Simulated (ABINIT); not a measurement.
# BN (F-43m) in ABINIT: settings compared

The runs below take BN through band structure, with PBE, LDA, PBEsol, RPBE.

All numbers are computed with ABINIT 10.8.3 (patched build); they aren't measurements. Logs are shortened: lines on timing, memory, paths and dates and some standing lists are left out, and cuts for length are marked. The log counts tension as positive stress, the text compression.

**The experiment to reproduce.**

A printed reference work, monograph reports, for a bulk crystal of BN at 300 K: band gap 6.4 eV (indirect).

The results are compared with them further down.

## Step 1: The crystal as given

It takes space group F-43m (No. 216, cubic). Conventional cell: a = 3.626 Å, b = 3.626 Å, c = 3.626 Å, α = 90.00°, β = 90.00°, γ = 90.00°. N (site symmetry -43m) is surrounded by 4 B at 1.57 Å. B (site symmetry -43m) has 4 N at 1.57 Å as nearest neighbours.

The cell is a database's computed one.

## Step 2: Band structure, PBE

run.abi

```
ndtset 2

pp_dirpath "./"
pseudos "N.GGA_PBE-JTH.xml, B.GGA_PBE-JTH.xml"

acell 3*1.0
rprim
     0.0000000000     3.4260753537     3.4260753537
     3.4260753537     0.0000000000     3.4260753537
     3.4260753537     3.4260753537     0.0000000000
ntypat 2
znucl 7 5
natom 2
typat 1 2
xcart
     0.9065005000     0.9065005000     0.9065005000
     0.0000000000     0.0000000000     0.0000000000 Angstrom

ecut 843.552974 eV
pawecutdg 53.0
pawxcdev 0

ixc 11

occopt 3
tsmear 0.05 eV

nstep 100

iomode 3
prtwf 0
prteig 0
prtebands 0
enunit 1
prtden1 1

kptopt1 1
ngkpt1 13 13 13
nshiftk1 1
shiftk1 0.0 0.0 0.0
nband1 8
tolvrs1 1.0e-9

iscf2 -2
getden2 1
nband2 14
nbdbuf2 4
tolwfr2 1.0e-11
kptopt2 -9
ndivsm2 8
prteig2 1
kptbounds2
     0.0000000000     0.0000000000     0.0000000000
     0.5000000000     0.0000000000     0.5000000000
     0.5000000000     0.2500000000     0.7500000000
     0.3750000000     0.3750000000     0.7500000000
     0.0000000000     0.0000000000     0.0000000000
     0.5000000000     0.5000000000     0.5000000000
     0.6250000000     0.2500000000     0.6250000000
     0.5000000000     0.2500000000     0.7500000000
     0.5000000000     0.5000000000     0.5000000000
     0.3750000000     0.3750000000     0.7500000000
```

Potentials or basis: JTH PAW PBE v2.0.

Command:

```console
$ abinit run.abi > log 2>&1
```

run.abo:

```text
.Version 10.8.3 of ABINIT
 DATASET    1 : space group F-4 3 m (#216); Bravais cF (face-center cubic)
================================================================================
 Values of the parameters that define the memory need for DATASET  1.
     intxc =       0    ionmov =       0      iscf =      17    lmnmax =       8
     lnmax =       4     mgfft =      27  mpssoang =       2    mqgrid =    3001
     natom =       2  nloc_mem =       2    nspden =       1   nspinor =       1
    nsppol =       1      nsym =      24    n1xccc =       1    ntypat =       2
    occopt =       3   xclevel =       2
       mpw =         676          nfft =       19683          nkpt =          84
 PAW method is used; the additional fine FFT grid is defined by:
   mgfftf=        32    nfftf =     32768
================================================================================
================================================================================

 DATASET    2 : space group F-4 3 m (#216); Bravais cF (face-center cubic)
================================================================================
 Values of the parameters that define the memory need for DATASET  2.
     intxc =       0    ionmov =       0      iscf =      -2    lmnmax =       8
     lnmax =       4     mgfft =      27  mpssoang =       2    mqgrid =    3001
     natom =       2  nloc_mem =       2    nspden =       1   nspinor =       1
    nsppol =       1      nsym =      24    n1xccc =       1    ntypat =       2
    occopt =       3   xclevel =       2
       mpw =         684          nfft =       19683          nkpt =         139
 PAW method is used; the additional fine FFT grid is defined by:
   mgfftf=        32    nfftf =     32768
================================================================================
================================================================================

--------------------------------------------------------------------------------
------------- Echo of variables that govern the present computation ------------
--------------------------------------------------------------------------------
 -outvars: echo values of preprocessed input variables --------
            acell      1.0000000000E+00  1.0000000000E+00  1.0000000000E+00 Bohr
              amu      1.40067400E+01  1.08110000E+01
             ecut      3.10000000E+01 Hartree
           enunit           1
           getden1          0
           getden2          1
             iscf1         17
             iscf2         -2
                       outvar_i_n : Printing only first  50 k-points.
              ixc          11
           jdtset        1    2
                       outvar_i_n : Printing only first  50 k-points.
           kptopt1          1
           kptopt2         -9
         kptrlatt       13    0    0      0   13    0      0    0   13
          kptrlen1     6.29876290E+01
          kptrlen2     3.00000000E+01
            natom           2
            nband1          8
            nband2         14
           nbdbuf1          0
           nbdbuf2          4
           ndtset           2
           ndivsm1          0
           ndivsm2          8
            ngfft          27      27      27
          ngfftdg          32      32      32
             nkpt1         84
             nkpt2        139
            nstep         100
             nsym          24
           ntypat           2
                       prtocc : prtvol=0, do not print more k-points.
           occopt           3
        pawecutdg      5.30000000E+01 Hartree
         pawxcdev           0
        prtebands           0
           prteig1          0
           prteig2          1
            prtwf           0
            rprim      0.0000000000E+00  3.4260753537E+00  3.4260753537E+00
                       3.4260753537E+00  0.0000000000E+00  3.4260753537E+00
                       3.4260753537E+00  3.4260753537E+00  0.0000000000E+00
           shiftk1     0.00000000E+00  0.00000000E+00  0.00000000E+00
           shiftk2     5.00000000E-01  5.00000000E-01  5.00000000E-01
          spgroup         216
           tolvrs1     1.00000000E-09
           tolvrs2     0.00000000E+00
           tolwfr1     0.00000000E+00
           tolwfr2     1.00000000E-11
           tsmear      1.83746611E-03 Hartree
            typat      1  2
[... 245 lines left out ...]

================================================================================
 Non-SCF case, kpt    1 (  0.00000  0.00000  0.00000), residuals and eigenvalues=
  1.24E-12  1.36E-12  8.11E-12  8.35E-12  3.44E-12  1.62E-12  3.30E-12  6.00E-12
  1.32E-12  8.99E-13  1.64E-12  1.42E-12  1.09E-12  6.85E-11
 -4.2565E-01  3.1446E-01  3.1446E-01  3.1446E-01  6.3633E-01  6.3633E-01
  6.3633E-01  6.8866E-01  1.2169E+00  1.3321E+00  1.3321E+00  1.3531E+00
  1.3531E+00  1.3531E+00
 Non-SCF case, kpt    2 (  0.02174  0.00000  0.02174), residuals and eigenvalues=
  6.73E-13  6.96E-13  4.62E-12  4.60E-12  1.60E-12  3.88E-12  3.43E-12  2.22E-12
  3.67E-12  8.43E-12  6.92E-12  3.48E-12  1.75E-11  5.64E-10
 -4.2509E-01  3.1288E-01  3.1297E-01  3.1297E-01  6.3526E-01  6.3829E-01
  6.3829E-01  6.9058E-01  1.2160E+00  1.2974E+00  1.3328E+00  1.3546E+00
[... 809 lines left out ...]
  8.6772E-01  9.0116E-01  9.9220E-01  1.2810E+00  1.2879E+00  1.5835E+00
  1.7654E+00  1.8370E+00
 Non-SCF case, kpt  138 (  0.38393  0.38393  0.73214), residuals and eigenvalues=
  3.36E-12  1.90E-12  1.85E-12  8.90E-13  2.59E-12  6.87E-12  8.53E-12  6.04E-13
  7.96E-12  8.31E-12  4.17E-12  4.65E-11  4.11E-07  5.25E-07
 -2.2153E-01  1.2533E-02  3.8899E-02  1.7035E-01  5.7495E-01  7.9956E-01
  8.8083E-01  9.1419E-01  9.9129E-01  1.2873E+00  1.2934E+00  1.5993E+00
  1.7708E+00  1.8484E+00
 Non-SCF case, kpt  139 (  0.37500  0.37500  0.75000), residuals and eigenvalues=
  2.01E-12  9.55E-12  1.12E-12  2.62E-12  5.82E-12  9.32E-13  2.29E-12  3.43E-12
  3.23E-12  9.76E-13  4.94E-13  2.58E-10  2.37E-07  1.64E-04
 -2.1943E-01  1.7139E-02  3.5288E-02  1.6581E-01  5.6711E-01  7.8387E-01
  8.9140E-01  9.2220E-01  9.9660E-01  1.2864E+00  1.3097E+00  1.6050E+00
  1.7699E+00  1.8656E+00

--- !ResultsGS
iteration_state: {dtset: 2, }
comment   : Summary of ground state results
lattice_vectors:
- [  0.0000000,   3.4260754,   3.4260754, ]
- [  3.4260754,   0.0000000,   3.4260754, ]
- [  3.4260754,   3.4260754,   0.0000000, ]
lattice_lengths: [   4.84520,    4.84520,    4.84520, ]
lattice_angles: [ 60.000,  60.000,  60.000, ] # degrees, (23, 13, 12)
lattice_volume:   8.0430492E+01
convergence: {deltae:  0.000E+00, res2:  0.000E+00, residm:  9.996E-12, diffor:  0.000E+00, }
etotal    :  -1.29786775E+01
entropy   :   0.00000000E+00
fermie    :   3.61903888E-01
cartesian_stress_tensor: null
pressure_GPa: null
xred      :
- [  2.5000E-01,   2.5000E-01,   2.5000E-01,  N]
- [  1.6761E-10,   1.6761E-10,   1.6761E-10,  B]
cartesian_forces: null
force_length_stats: {min: null, max: null, mean: null, }
...

 Integrated electronic density in atomic spheres:
 ------------------------------------------------
 Atom  Sphere_radius  Integrated_density
    1        1.20497          2.71593414
    2        1.70617          2.04639489

================================================================================

 ----iterations are completed or convergence reached----

 Mean square residual over all n,k,spin=   35.193E-13; max=  99.964E-13
 reduced coordinates (array xred) for    2 atoms
       0.250000000168      0.250000000168      0.250000000168
       0.000000000168      0.000000000168      0.000000000168

 cartesian coordinates (angstrom) at end:
    1      0.90650050000000     0.90650050000000     0.90650050000000
    2      0.00000000060774     0.00000000060774     0.00000000060774
 length scales=  1.000000000000  1.000000000000  1.000000000000 bohr
              =  0.529177210544  0.529177210544  0.529177210544 angstroms
 Eigenvalues (   eV  ) for nkpt= 139  k points:
 kpt#   1, nband= 14, wtk=  1.00000, kpt=  0.0000  0.0000  0.0000 (reduced coord)
 -11.58248    8.55687    8.55687    8.55687   17.31555   17.31555   17.31555   18.73937
  33.11254   36.24711   36.24711   36.82044   36.82044   36.82044
 kpt#   2, nband= 14, wtk=  1.00000, kpt=  0.0217  0.0000  0.0217 (reduced coord)
 -11.56722    8.51400    8.51634    8.51634   17.28617   17.36885   17.36885   18.79166
  33.09007   35.30392   36.26850   36.86100   36.86100   37.75993
 kpt#   3, nband= 14, wtk=  1.00000, kpt=  0.0435  0.0000  0.0435 (reduced coord)
 -11.52148    8.38765    8.39818    8.39818   17.20557   17.52523   17.52523   18.93779
  32.90614   34.31859   36.33269   36.98255   36.98255   38.83232
 kpt#   4, nband= 14, wtk=  1.00000, kpt=  0.0652  0.0000  0.0652 (reduced coord)
 -11.44540    8.18408    8.21169    8.21169   17.08798   17.77513   17.77513   19.15407
  32.20195   33.91688   36.43966   37.18465   37.18465   39.73732
 kpt#   5, nband= 14, wtk=  1.00000, kpt=  0.0870  0.0000  0.0870 (reduced coord)
 -11.33916    7.91233    7.96988    7.96988   16.94406   18.10535   18.10535   19.41508
  31.16213   33.94646   36.58941   37.46656   37.46656   40.44580
 kpt#   6, nband= 14, wtk=  1.00000, kpt=  0.1087  0.0000  0.1087 (reduced coord)
 -11.20310    7.58226    7.68651    7.68651   16.77929   18.50155   18.50155   19.69554
[... 386 lines left out ...]
  -6.41528   -0.56824    2.43004    5.12565   16.42725   22.45600   22.73228   23.88130
  27.45509   34.48238   35.04411   41.52482   47.35432   49.96998
 kpt# 136, nband= 14, wtk=  1.00000, kpt=  0.4018  0.4018  0.6964 (reduced coord)
  -6.26474   -0.27188    1.90527    4.94493   16.14386   22.42521   23.19526   24.13321
  27.16820   34.62120   35.04944   42.39782   47.75075   49.91873
 kpt# 137, nband= 14, wtk=  1.00000, kpt=  0.3929  0.3929  0.7143 (reduced coord)
  -6.13124    0.03971    1.43431    4.78047   15.88276   22.14554   23.61197   24.52169
  26.99915   34.85692   35.04434   43.09048   48.03974   49.98717
 kpt# 138, nband= 14, wtk=  1.00000, kpt=  0.3839  0.3839  0.7321 (reduced coord)
  -6.02818    0.34104    1.05849    4.63533   15.64520   21.75713   23.96873   24.87625
  26.97428   35.02863   35.19605   43.51934   48.18633   50.29644
 kpt# 139, nband= 14, wtk=  1.00000, kpt=  0.3750  0.3750  0.7500 (reduced coord)
  -5.97093    0.46637    0.96022    4.51204   15.43182   21.33020   24.25612   25.09445
  27.11877   35.00448   35.63896   43.67511   48.16045   50.76548

== END DATASET(S) ==============================================================
================================================================================

 -outvars: echo values of variables after computation  --------
            acell      1.0000000000E+00  1.0000000000E+00  1.0000000000E+00 Bohr
           etotal1    -1.2978677451E+01
            fcart1    -0.0000000000E+00 -0.0000000000E+00 -0.0000000000E+00
                      -0.0000000000E+00 -0.0000000000E+00 -0.0000000000E+00
            rprim      0.0000000000E+00  3.4260753537E+00  3.4260753537E+00
                       3.4260753537E+00  0.0000000000E+00  3.4260753537E+00
                       3.4260753537E+00  3.4260753537E+00  0.0000000000E+00
           strten1     1.9602523489E-05  1.9602523489E-05  1.9602523489E-05
                       0.0000000000E+00  0.0000000000E+00  0.0000000000E+00
           xangst      9.0650050000E-01  9.0650050000E-01  9.0650050000E-01
                       6.0774285567E-10  6.0774285567E-10  6.0774285567E-10
             xred      2.5000000017E-01  2.5000000017E-01  2.5000000017E-01
                       1.6760687283E-10  1.6760687283E-10  1.6760687283E-10
 Calculation completed.
```

Run time: 30 s. Hardware: 1 thread of Arm Neoverse V1, shared host; peak memory 0.1 GiB.

Results:

```
Free energy                                           : -353.1678 eV
Pressure                                              : -0.6 GPa
Band gap on the k mesh                                : 4.52 eV, indirect (least direct gap 8.76 eV)
Band gap along the path                               : 4.44 eV, indirect (least direct gap 8.76 eV)
Valence electrons inside the program's atomic spheres : N 2.72; B 2.05
```

Levels at the corners of the path, in eV from the valence-band top:
```csv
point,band 1,band 2,band 3,band 4,band 5,band 6,band 7,band 8,band 9
Γ,-20.14,0.00,0.00,0.00,8.76,8.76,8.76,10.18,24.56
X,-14.61,-8.87,-4.87,-4.87,4.44,9.16,17.77,17.77,20.62
W,-14.30,-7.56,-6.90,-6.45,9.56,13.19,14.44,14.50,19.17
K,-14.53,-8.09,-7.60,-4.04,6.87,12.77,15.70,16.54,18.56
Γ,-20.14,0.00,0.00,0.00,8.76,8.76,8.76,10.18,24.56
L,-15.96,-10.62,-1.93,-1.93,10.01,10.64,10.64,15.16,23.31
U,-14.53,-8.09,-7.60,-4.04,6.87,12.77,15.70,16.54,18.56
W,-14.30,-7.56,-6.90,-6.45,9.56,13.19,14.44,14.50,19.17
L,-15.96,-10.62,-1.93,-1.93,10.01,10.64,10.64,15.16,23.31
K,-14.53,-8.09,-7.60,-4.04,6.87,12.77,15.70,16.54,18.56
```

## Step 3: Band structure, LDA

Edit run.abi of step 2 so:

```diff
@@ -20,5 +20,4 @@
 pawecutdg 53.0
-pawxcdev 0
 
-ixc 11
+ixc 7
```

Potentials or basis: JTH PAW PBE v2.0.

Command:

```console
$ abinit run.abi > log 2>&1
```

run.abo:

```text
.Version 10.8.3 of ABINIT
 DATASET    1 : space group F-4 3 m (#216); Bravais cF (face-center cubic)
================================================================================
 Values of the parameters that define the memory need for DATASET  1.
     intxc =       0    ionmov =       0      iscf =      17    lmnmax =       8
     lnmax =       4     mgfft =      27  mpssoang =       2    mqgrid =    3001
     natom =       2  nloc_mem =       2    nspden =       1   nspinor =       1
    nsppol =       1      nsym =      24    n1xccc =       1    ntypat =       2
    occopt =       3   xclevel =       1
       mpw =         676          nfft =       19683          nkpt =          84
 PAW method is used; the additional fine FFT grid is defined by:
   mgfftf=        32    nfftf =     32768
================================================================================
================================================================================

 DATASET    2 : space group F-4 3 m (#216); Bravais cF (face-center cubic)
================================================================================
 Values of the parameters that define the memory need for DATASET  2.
     intxc =       0    ionmov =       0      iscf =      -2    lmnmax =       8
     lnmax =       4     mgfft =      27  mpssoang =       2    mqgrid =    3001
     natom =       2  nloc_mem =       2    nspden =       1   nspinor =       1
    nsppol =       1      nsym =      24    n1xccc =       1    ntypat =       2
    occopt =       3   xclevel =       1
       mpw =         684          nfft =       19683          nkpt =         139
 PAW method is used; the additional fine FFT grid is defined by:
[... 1589 lines left out ...]
  26.95259   34.10439   34.50201   41.04032   47.06383   49.55568
 kpt# 136, nband= 14, wtk=  1.00000, kpt=  0.4018  0.4018  0.6964 (reduced coord)
  -6.27029   -0.52816    1.66270    4.68242   15.79211   22.10204   22.80236   23.78122
  26.67732   34.24806   34.50244   41.89381   47.45436   49.51455
 kpt# 137, nband= 14, wtk=  1.00000, kpt=  0.3929  0.3929  0.7143 (reduced coord)
  -6.13383   -0.20909    1.18283    4.51720   15.53187   21.81920   23.21412   24.16126
  26.51894   34.48724   34.49487   42.56569   47.74030   49.60184
 kpt# 138, nband= 14, wtk=  1.00000, kpt=  0.3839  0.3839  0.7321 (reduced coord)
  -6.02848    0.11333    0.78490    4.37140   15.29513   21.42988   23.56625   24.50595
  26.50154   34.47938   34.82806   42.97895   47.88856   49.92549
 kpt# 139, nband= 14, wtk=  1.00000, kpt=  0.3750  0.3750  0.7500 (reduced coord)
  -5.97041    0.27874    0.64676    4.24756   15.08249   21.00276   23.84962   24.71691
  26.64800   34.45823   35.27055   43.12852   47.87089   50.39725

== END DATASET(S) ==============================================================
================================================================================

 -outvars: echo values of variables after computation  --------
            acell      1.0000000000E+00  1.0000000000E+00  1.0000000000E+00 Bohr
           etotal1    -1.3008045546E+01
            fcart1     2.6095233378E-30  2.6095233378E-30 -7.8285700134E-30
                      -2.6095233378E-30 -2.6095233378E-30  7.8285700134E-30
            rprim      0.0000000000E+00  3.4260753537E+00  3.4260753537E+00
                       3.4260753537E+00  0.0000000000E+00  3.4260753537E+00
                       3.4260753537E+00  3.4260753537E+00  0.0000000000E+00
           strten1     4.6384967041E-04  4.6384967041E-04  4.6384967041E-04
                       0.0000000000E+00  0.0000000000E+00  0.0000000000E+00
           xangst      9.0650050000E-01  9.0650050000E-01  9.0650050000E-01
                       6.0774285567E-10  6.0774285567E-10  6.0774285567E-10
             xred      2.5000000017E-01  2.5000000017E-01  2.5000000017E-01
                       1.6760687283E-10  1.6760687283E-10  1.6760687283E-10
 Calculation completed.
```

Wall time 28 s (1 thread of Arm Neoverse V1, shared host); peak memory 0.1 GiB.

Results:

| Quantity | Value |
| --- | --- |
| Free energy | -353.9670 eV |
| Pressure | -13.6 GPa |
| Band gap on the k mesh | 4.41 eV, indirect (least direct gap 8.64 eV) |
| Band gap along the path | 4.34 eV, indirect (least direct gap 8.64 eV) |
| Valence electrons inside the program's atomic spheres | N 2.71; B 2.05 |

Levels at the corners of the path, in eV from the valence-band top:
```csv
point,band 1,band 2,band 3,band 4,band 5,band 6,band 7,band 8
Γ,-19.98,0.00,0.00,0.00,8.64,8.64,8.64,10.28
X,-14.38,-8.83,-4.89,-4.89,4.34,9.10,17.57,17.57
W,-14.05,-7.48,-6.97,-6.51,9.40,13.13,14.19,14.52
K,-14.28,-8.04,-7.67,-4.07,6.77,12.69,15.54,16.40
Γ,-19.98,0.00,0.00,0.00,8.64,8.64,8.64,10.28
L,-15.74,-10.64,-1.94,-1.94,10.09,10.52,10.52,14.93
U,-14.28,-8.04,-7.67,-4.07,6.77,12.69,15.54,16.40
W,-14.05,-7.48,-6.97,-6.51,9.40,13.13,14.19,14.52
L,-15.74,-10.64,-1.94,-1.94,10.09,10.52,10.52,14.93
K,-14.28,-8.04,-7.67,-4.07,6.77,12.69,15.54,16.40
```

Caveat: the PAW data sets were made with another functional, which shifts forces and pressure a little.

(Continued in part 2 of 2.)
